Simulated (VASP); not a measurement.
Input of a VASP 6.6.1 run:

INCAR

```
SYSTEM = Na
ALGO = Fast
EDIFF = 1E-6
ENCUT = 520
GGA = PS
ISIF = 2
ISMEAR = 0
LASPH = .TRUE.
LCHARG = .FALSE.
LREAL = .FALSE.
LWAVE = .FALSE.
NBANDS = 14
NELM = 100
PREC = Accurate
SIGMA = 0.1
```

KPOINTS

```
k-points
0
G
  12 12 6
  0 0 0
```

POSCAR

```
Na
1.0
    3.7196409407      0.0000000000      0.0000000000
   -1.8598204703      3.2213035476      0.0000000000
    0.0000000000      0.0000000000      6.0617176446
Na
2
Direct
    0.3333333333      0.6666666667      0.2500000000
    0.6666666667      0.3333333333      0.7500000000
```

Potentials or basis: VASP PAW PBE potentials, release 64 (Na_pv).

Run with:

```bash
$ cat potpaw_PBE.64/Na_pv/POTCAR > POTCAR
$ mpirun -np 1 vasp_std > vasp.out
```

Question: Estimate the band gap on the k mesh.

Answer: None (metal or under the smearing width).

Question: What does it give for the pressure?

Answer: 0.0 GPa.

Stress tensor (GPa, compression positive):
```
-0.01  0.00  0.00
 0.00 -0.01  0.00
 0.00  0.00  0.07
```

Caveat: the PAW data sets were made with another functional, which shifts forces and pressure a little.
